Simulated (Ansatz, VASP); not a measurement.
# TaN in VASP and in Ansatz

The input INCAR:

```
  PREC = Accurate
  ENCUT = 520
  EDIFF = 1E-6
  ISMEAR = -1
  SIGMA = 0.05
  LREAL = False
  LASPH = True
  NELM = 100
  ALGO = Normal
  ISIF = 2
  LWAVE = False
  LCHARG = False
  GGA = PS
  NBANDS = 15
```

The input KPOINTS:

```
regular mesh
0
Gamma
  13 13 11
```

The input POSCAR:

```
TaN
1.0
    2.9399421781      0.0000000000      0.0000000000
   -1.4699710891      2.5460646119      0.0000000000
    0.0000000000      0.0000000000      2.8901750800
Ta N
1 1
Direct
    0.0000000000      0.0000000000      0.5000000000
    0.6666666667      0.3333333333      0.0000000000
```

Input for Ansatz:

```yaml
crystal:
  lattice:
    - [2.9399421781, 0.0, 0.0]
    - [-1.4699710891, 2.5460646119, 0.0]
    - [0.0, 0.0, 2.89017508]
  atoms:
    - { symbol: Ta, position: [0.0, 0.0, 0.5] }
    - { symbol: "N", position: [0.6666666667, 0.3333333333, 0.0] }
kpoints:
  mp_grid: { grid: [13, 13, 11] }
  band_path:
    path:
      - [0.0, 0.0, 0.0]
      - [0.5, 0.0, 0.0]
      - [0.3333333333, 0.3333333333, 0.0]
      - [0.0, 0.0, 0.0]
      - [0.0, 0.0, 0.5]
      - [0.5, 0.0, 0.5]
      - [0.3333333333, 0.3333333333, 0.5]
      - [0.0, 0.0, 0.5]
      - [0.5, 0.0, 0.5]
    npoints: 5
scf:
  occupations: { method: fermi_dirac, width: 0.05 }
hamiltonian:
  xc: pbesol
  pseudopotentials: { kind: all_electron, lapw: { basis_error: 0.001 } }
output:
  forces: true
  stress: true
  eigenvalues: true
```

Alike in both runs: task single point; functional PBEsol; k mesh 13 × 13 × 11; occupations fermi-dirac, width 0.05 eV; no spin polarisation.

```csv
,VASP,Ansatz
version,VASP 6.6.1,Ansatz 0.2.0
potentials or method,"VASP PAW PBE potentials, release 64 (Ta_pv, N)","all-electron LAPW, scalar-relativistic"
plane-wave cutoff (eV),520,see its input
```

Ansatz gave:

```
pressure (GPa)                                  : -6.1
largest component of the traceless stress (GPa) : 1.01
```

Question: Estimate VASP's values.

Answer: Pressure (GPa): -5.4; largest component of the traceless stress (GPa): 0.88.

Ansatz ran all-electron here, so the differences hold the error of VASP's frozen core and of both bases.

Caveats: the PAW data sets were made with another functional, which shifts forces and pressure a little (VASP). Spin-orbit coupling is left out, which matters for the levels of Ta.
